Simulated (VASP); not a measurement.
**PbF$_{2}$ in VASP 6.6.1, single-point calculation**

INCAR

```
NBANDS = 21
LREAL = .FALSE.
LASPH = .TRUE.
EDIFF = 1E-7
ISMEAR = -1
SIGMA = 0.02
ISIF = 2
NELM = 120
NSW = 0
LCHARG = .FALSE.
ENCUT = 520
PREC = Accurate
IBRION = -1
LWAVE = .FALSE.
METAGGA = RTPSS
```

KPOINTS

```
KPOINTS created by Atomic Simulation Environment
0
Gamma
8 8 8
0 0 0
```

POSCAR

```
Pb F
 1.0000000000000000
     0.0000000000000000    2.9604388913999999    2.8745861635000001
     2.9604388913999999    0.0000000000000000    2.8745861635000001
     2.9604388913999999    2.9604388913999999    0.0000000000000000
 Pb  F
   1   2
Cartesian
  0.0000000000000000  0.0000000000000000  0.0000000000000000
  1.4802194457000000  1.4802194457000000  1.4372930817500003
  4.4406583371000004  4.4406583371000004  4.3118792452500010
```

The recommended PBE PAW datasets give the neutral cell 28 valence electrons.

Command

```
mpirun -np 1 vasp_std
```

OSZICAR

```
N       E                     dE             d eps       ncg     rms          rms(c)
DAV:   1     0.348029930640E+03    0.34803E+03   -0.14795E+04  2507   0.155E+03
DAV:   2     0.634368769970E+02   -0.28459E+03   -0.26812E+03  2618   0.435E+02
DAV:   3     0.364557297692E+02   -0.26981E+02   -0.26468E+02  2987   0.143E+02
DAV:   4     0.357028864597E+02   -0.75284E+00   -0.75230E+00  2817   0.242E+01
DAV:   5     0.356794794065E+02   -0.23407E-01   -0.23405E-01  3111   0.432E+00    0.903E+00
DAV:   6     0.241998820797E+02   -0.11480E+02   -0.14616E+02  2478   0.130E+02    0.108E+01
DAV:   7     0.254822684444E+02    0.12824E+01   -0.11609E+00  2982   0.108E+01    0.811E+00
DAV:   8     0.261936503679E+02    0.71138E+00   -0.13745E+01  3201   0.267E+01    0.448E+00
DAV:   9     0.262569394420E+02    0.63289E-01   -0.64032E-01  2581   0.559E+00    0.381E+00
DAV:  10     0.262894260020E+02    0.32487E-01   -0.21423E-02  3362   0.995E-01    0.360E+00
DAV:  11     0.264337813750E+02    0.14436E+00   -0.13393E+00  3260   0.105E+01    0.891E-01
DAV:  12     0.264080219014E+02   -0.25759E-01   -0.70566E-02  2588   0.220E+00    0.138E+00
DAV:  13     0.264189016246E+02    0.10880E-01   -0.57889E-02  3085   0.282E+00    0.294E-01
DAV:  14     0.264168636357E+02   -0.20380E-02   -0.78238E-03  2656   0.821E-01    0.786E-02
DAV:  15     0.264166777831E+02   -0.18585E-03   -0.16608E-03  2753   0.283E-01    0.591E-02
DAV:  16     0.264167406099E+02    0.62827E-04   -0.30549E-04  3150   0.171E-01    0.160E-02
DAV:  17     0.264167299769E+02   -0.10633E-04   -0.22848E-05  2708   0.355E-02    0.115E-02
DAV:  18     0.264167257186E+02   -0.42582E-05   -0.29190E-06  2681   0.211E-02    0.282E-03
DAV:  19     0.264167252170E+02   -0.50161E-06   -0.21944E-07  2507   0.483E-03    0.157E-03
DAV:  20     0.264167249263E+02   -0.29069E-06   -0.60281E-08  2142   0.312E-03    0.867E-04
DAV:  21     0.264167249957E+02    0.69353E-07   -0.26968E-08  1794   0.156E-03
   1 F= 0.26416725E+02 E0= 0.26416725E+02  d E =-.851239E-12
```

From OUTCAR

```
k-points           NKPTS =     59   k-points in BZ     NKDIM =     59   number of bands    NBANDS=     21

   NELECT =      28.0000    total number of electrons

   dimension x,y,z NGX =    32 NGY =   32 NGZ =   32
   dimension x,y,z NGXF=    64 NGYF=   64 NGZF=   64

  energy-cutoff  :      520.00
  volume of cell :       50.39
      direct lattice vectors                 reciprocal lattice vectors
     0.000000000  2.960438891  2.874586164    -0.168893876  0.168893876  0.173938081
     2.960438891  0.000000000  2.874586164     0.168893876 -0.168893876  0.173938081
     2.960438891  2.960438891  0.000000000     0.168893876  0.168893876 -0.173938081

 k-points in reciprocal lattice and weights: KPOINTS created by Atomic Simulation Env
   0.00000000  0.00000000  0.00000000       0.002
   0.12500000  0.00000000  0.00000000       0.016
   0.25000000  0.00000000  0.00000000       0.016
   0.37500000  0.00000000  0.00000000       0.016
   0.50000000  0.00000000  0.00000000       0.008
   0.12500000  0.12500000  0.00000000       0.004
   0.25000000  0.12500000  0.00000000       0.016
   0.37500000  0.12500000  0.00000000       0.016
   ...

 E-fermi :   2.7877

 k-point     1 :       0.0000    0.0000    0.0000
  band No.  band energies     occupation
      1     -19.9969      2.00000
      2     -19.3369      2.00000
      3     -12.3344      2.00000
      4     -12.3344      2.00000
      5     -12.3132      2.00000
      6     -12.2617      2.00000
      7     -12.2543      2.00000
      8      -2.3998      2.00000
      9      -0.6269      2.00000
     10      -0.5562      2.00000
     11      -0.5562      2.00000
     12      -0.1205      2.00000
     13      -0.1205      2.00000
     14       0.0930      2.00000
     15       9.1018      0.00000
     16       9.2395      0.00000
     17       9.2395      0.00000
     18      13.2424      0.00000
     19      17.2151      0.00000
     20      17.8384      0.00000
     21      19.9915      0.00000

 k-point     2 :       0.1250    0.0000    0.0000
  band No.  band energies     occupation
      1     -19.9642      2.00000
      2     -19.3655      2.00000
      3     -12.3267      2.00000
      4     -12.3166      2.00000
      5     -12.2879      2.00000
      6     -12.2620      2.00000
      7     -12.2539      2.00000
      8      -2.7332      2.00000
      9      -0.7197      2.00000
     10      -0.6194      2.00000
     11      -0.5991      2.00000
     12      -0.1391      2.00000
     13      -0.0244      2.00000
     14       0.4514      2.00000
     15       8.6331      0.00000
     16       9.3041      0.00000
     17       9.3703      0.00000
     18      14.1858      0.00000
     19      16.8687      0.00000
     20      17.4052      0.00000
     21      19.5764      0.00000

 ...

  Total        0.6915695      0.6915695      1.1596643      0.0000000      0.0000000      0.0000000
  in kB       21.9901863     21.9901863     36.8744328      0.0000000      0.0000000      0.0000000
  external PRESSURE =      26.9516018 kB  Pullay stress =       0.0000000 kB

 POSITION                                       TOTAL-FORCE (eV/Angst)
 -----------------------------------------------------------------------------------
      0.00000      0.00000      0.00000        -0.000000      0.000000     -0.000000
      1.48022      1.48022      1.43729         0.000000      0.000000     -0.000000
      4.44066      4.44066      4.31188        -0.000000     -0.000000      0.000000
 -----------------------------------------------------------------------------------
    total drift:                                0.000000     -0.000000      0.000000

  FREE ENERGIE OF THE ION-ELECTRON SYSTEM (eV)
  ---------------------------------------------------
  free  energy   TOTEN  =        26.4167249957 eV

  energy  without entropy=       26.4167249957  energy(sigma->0) =       26.41672500
```

It converged. Results: gap between bands v and c on the k mesh 4.33 eV; least direct gap on the k mesh 4.56 eV; pressure 2.7 GPa. Band v is the last that the valence electrons fill when counted band by band, and c is the next.

For comparison, a separate PBE run of the intended cell, on usual settings and not on those above, gives a gap of 4.29 eV on its mesh and a pressure of 5.2 GPa.

The run above took about 2.8 min on one core of a shared host (Intel Xeon Platinum 8488C) and held 0.22 GiB at most.
